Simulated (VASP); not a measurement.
# AlNi: relaxation of the atoms, by relaxation method

AlNi, slab, 12 atoms in the cell. PBE, relaxation of the atoms; PAW potentials Al, Ni (PBE set).

| Relaxation method | Ionic steps | Electronic steps | Largest force left (eV/Å) | Energy gained (eV/atom) | Time (s) |
|---|---|---|---|---|---|
| conjugate gradient, POTIM 0.5 | 16 | 199 | 0.0193 | -0.0226 | 508 |
| quasi-Newton, POTIM 0.5 | 12 | 160 | 0.0195 | -0.0226 | 390 |
| damped dynamics, POTIM 0.2, SMASS 0.4 | 23 | 255 | 0.0185 | -0.0226 | 587 |

## Input of the first row

INCAR:
```
SYSTEM = AlNi
ALGO     = Normal         ! electronic algorithm
EDIFF    = 1E-6           ! SCF threshold, eV
EDIFFG   = -0.02          ! ionic threshold
ENCUT    = 350            ! plane-wave cutoff, eV
IBRION   = 2              ! ionic algorithm
ISIF     = 2              ! what is computed and relaxed
ISMEAR   = 1              ! smearing method
ISPIN    = 2              ! spin polarisation
KPAR     = 8            
LASPH    = .TRUE.         ! aspherical terms in the spheres
LCHARG   = .FALSE.        ! write CHGCAR
LMAXMIX  = 4              ! l up to which the mixer works
LREAL    = .FALSE.        ! projectors in reciprocal space
LWAVE    = .FALSE.        ! write WAVECAR
MAGMOM   = 0 0 0 0 0 0 1 1 1 1 1 1 ! initial moments
NELM     = 100            ! most SCF steps
NSW      = 150            ! ionic steps
POTIM    = 0.5            ! step
PREC     = Normal         ! precision mode
SIGMA    = 0.1            ! smearing width, eV
```

KPOINTS:
```
k-points
0
Gamma
  8 6 1
```

POSCAR:
```
AlNi
1.0
    2.8810000000      0.0000000000      0.0000000000
    0.0000000000      4.0743492732      0.0000000000
    0.0000000000      0.0000000000     25.1858731830
Al Ni
6 6
Selective dynamics
Direct
    0.0000000000      0.5000000000      0.2977860000  F F F
    0.0000000000      0.0000000000      0.3786720000  F F F
    0.0000000000      0.5000000000      0.4595570000  F F F
    0.0070730000      0.0004830000      0.5419470000  T T T
   -0.0177100000      0.4972300000      0.6200020000  T T T
    0.0144010000      0.0006750000      0.7014100000  T T T
    0.5000000000      0.0000000000      0.2977860000  F F F
    0.5000000000      0.5000000000      0.3786720000  F F F
    0.5000000000      0.0000000000      0.4595570000  F F F
    0.4898470000      0.5036330000      0.5410410000  T T T
    0.5509300000     -0.0189090000      0.6202900000  T T T
    0.5491240000      0.5109970000      0.7040380000  T T T
```

Commands:
```
cat potpaw_PBE.64/Al/POTCAR potpaw_PBE.64/Ni/POTCAR > POTCAR
mpirun -np 8 vasp_std > vasp.out
```

Changes of the last row against the first:
```
- IBRION = 2
- POTIM = 0.5
+ IBRION = 3
+ POTIM = 0.2
+ SMASS = 0.4
```

VASP 6.6.1 took 508 s on 8 cores (AMD EPYC 9R45 (Zen 5)), a shared host.
